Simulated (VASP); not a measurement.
Here is a VASP 6.6.1 calculation.

POSCAR

```
NaI
1.0
    0.0000000000      3.2364000000      3.2364000000
    3.2364000000      0.0000000000      3.2364000000
    3.2364000000      3.2364000000      0.0000000000
I Na
1 1
Direct
    0.5000000000      0.5000000000      0.5000000000
    0.0000000000      0.0000000000      0.0000000000
```

INCAR.step1

```
SYSTEM = NaI
PREC = Accurate
ENCUT = 450
EDIFF = 1E-8
ISMEAR = 0
SIGMA = 0.01
LREAL = .False.
LASPH = .True.
NELM = 60
ALGO = Fast
LWAVE = .True.
LCHARG = .False.
GGA = PE
```

Contents of INCAR.step2:

```
SYSTEM = NaI
PREC = Accurate
ENCUT = 450
EDIFF = 1E-8
ISMEAR = 0
SIGMA = 0.01
LREAL = .False.
LASPH = .True.
NELM = 1
ALGO = Exact
LWAVE = .True.
LCHARG = .False.
GGA = PE
NBANDS = 236
LOPTICS = .True.
ISTART = 1
```

File INCAR.step3:

```
SYSTEM = NaI
PREC = Accurate
ENCUT = 450
EDIFF = 1E-8
ISMEAR = 0
SIGMA = 0.01
LREAL = .False.
LASPH = .True.
ALGO = EVGW0
LWAVE = .True.
LCHARG = .False.
GGA = PE
NELMGW = 1
NBANDS = 236
ENCUTGW = 100
NOMEGA = 48
PRECFOCK = Fast
ISTART = 1
NBANDSGW = 16
```

The input INCAR.step4:

```
SYSTEM = NaI
PREC = Accurate
ENCUT = 450
EDIFF = 1E-8
ISMEAR = 0
SIGMA = 0.01
LREAL = .False.
LASPH = .True.
ALGO = BSE
LWAVE = .False.
LCHARG = .False.
GGA = PE
NBANDS = 236
ENCUTGW = 100
NBANDSO = 4
NBANDSV = 4
ANTIRES = 0
OMEGAMAX = 20
PRECFOCK = Fast
ISTART = 1
NBSEEIG = 10
```

File KPOINTS:

```
regular mesh
0
Gamma
  4 4 4
  0 0 0
```

Potentials or basis: VASP PAW PBE potentials, release 64 (I_GW, Na_sv_GW).

Launch:

```console
$ cat potpaw_PBE.64/I_GW/POTCAR potpaw_PBE.64/Na_sv_GW/POTCAR > POTCAR
$ cp INCAR.step1 INCAR
$ mpirun -np 1 vasp_std > vasp.out
$ cp INCAR.step2 INCAR
$ mpirun -np 1 vasp_std > vasp.out
$ cp INCAR.step3 INCAR
$ mpirun -np 1 vasp_std > vasp.out
$ cp INCAR.step4 INCAR
$ mpirun -np 1 vasp_std > vasp.out
```

Q: Predict the quasiparticle gap.

A: 5.70 eV.

Q: Estimate the least direct quasiparticle gap.

A: 5.70 eV.

Q: What does it give for the band gap on the k mesh, mean-field level?

A: 3.63 eV, direct.

Dielectric function (mean over the directions given):
```tsv
energy (eV)	real part	imaginary part
0.32	3.35	0.00
0.96	3.40	0.01
1.60	3.49	0.02
2.32	3.68	0.03
2.96	3.96	0.06
3.68	4.54	0.11
4.32	5.78	0.36
5.04	2.98	1.74
5.69	9.76	2.34
6.41	1.02	2.40
7.05	4.49	4.96
7.69	0.31	4.36
8.41	1.36	1.54
9.05	2.58	5.71
9.77	-1.85	2.91
10.41	-2.24	1.27
11.13	-1.29	2.00
11.77	-1.20	0.24
12.49	-0.65	0.07
13.13	-0.31	0.04
13.77	-0.09	0.03
14.49	0.09	0.02
15.14	0.21	0.02
15.86	0.32	0.01
16.50	0.42	0.02
17.22	0.45	0.08
17.86	0.50	0.05
18.58	0.46	0.08
19.22	0.50	0.05
19.94	0.58	0.01
```

Caveat: the k mesh is coarse (spacing up to 0.42 Å⁻¹), so the values aren't converged; bands, screening cutoff and mesh are small and nothing is extrapolated, so the quasiparticle values aren't converged; spectra need much finer meshes, so this one isn't converged; spin-orbit coupling is left out, which moves the levels of the heavy elements.
